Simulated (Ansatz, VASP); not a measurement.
## AgCl in VASP and in Ansatz

INCAR

```
PREC     = Accurate       # precision mode
ENCUT    = 520            # plane-wave cutoff, eV
EDIFF    = 1E-7           # SCF threshold, eV
ISMEAR   = 0              # smearing method
SIGMA    = 0.02           # smearing width, eV
LREAL    = F              # projectors in reciprocal space
LASPH    = T              # aspherical terms in the spheres
NELM     = 100            # most SCF steps
ALGO     = Normal         # electronic algorithm
ISIF     = 2              # what is computed and relaxed
LWAVE    = F              # write WAVECAR
LCHARG   = F              # write CHGCAR
NBANDS   = 16             # bands
```

Contents of KPOINTS:

```
Automatic mesh
0
Gamma
  8 8 8
```

POSCAR

```
AgCl
1.0
    0.0000000000      2.7726630000      2.7726630000
    2.7726630000      0.0000000000      2.7726630000
    2.7726630000      2.7726630000      0.0000000000
Ag Cl
1 1
Direct
    0.0000000000      0.0000000000      0.0000000000
    0.5000000000      0.5000000000      0.5000000000
```

Input for Ansatz:

```yaml
crystal:
  lattice:
    - [0.0, 2.772663, 2.772663]
    - [2.772663, 0.0, 2.772663]
    - [2.772663, 2.772663, 0.0]
  atoms:
    - { symbol: Ag, position: [0.0, 0.0, 0.0] }
    - { symbol: Cl, position: [0.5, 0.5, 0.5] }
basis:
  ecutwfc: 420
kpoints:
  mp_grid: { grid: [8, 8, 8] }
hamiltonian:
  xc: lda
  pseudopotentials: { kind: paw, azcp: { folder: soft_1 } }
scf:
  occupations: { method: gaussian, width: 0.02 }
output:
  forces: true
  stress: true
  eigenvalues: true
  write_density: true
  write_potential: true
  elf: true
  volumetric_format: npy
```

Alike in both runs: task single point; functional LDA; k mesh 8 × 8 × 8; occupations gaussian, width 0.02 eV; no spin polarisation.

```csv
,VASP,Ansatz
version,VASP 6.6.1,Ansatz 0.2.0
potentials or method,"VASP PAW LDA potentials, release 64 (Ag, Cl)","scalar-relativistic, plane waves, PAW"
plane-wave cutoff (eV),520,420
valence electrons in the cell,18,26
```

|  | VASP | Ansatz | Ansatz less VASP |
| --- | --- | --- | --- |
| gap on the k mesh at the Fermi level (eV) | 0.64 | 0.62 | -0.024 |
| least direct gap on the mesh (eV) | 2.95 | 2.92 | -0.025 |
| pressure (GPa) | -5.6 | -5.5 | +0.02 |

The two sets of potentials don't hold the same shells in valence. Ansatz warned: «pseudo_functional_mismatch».

A k mesh can miss the band edges.
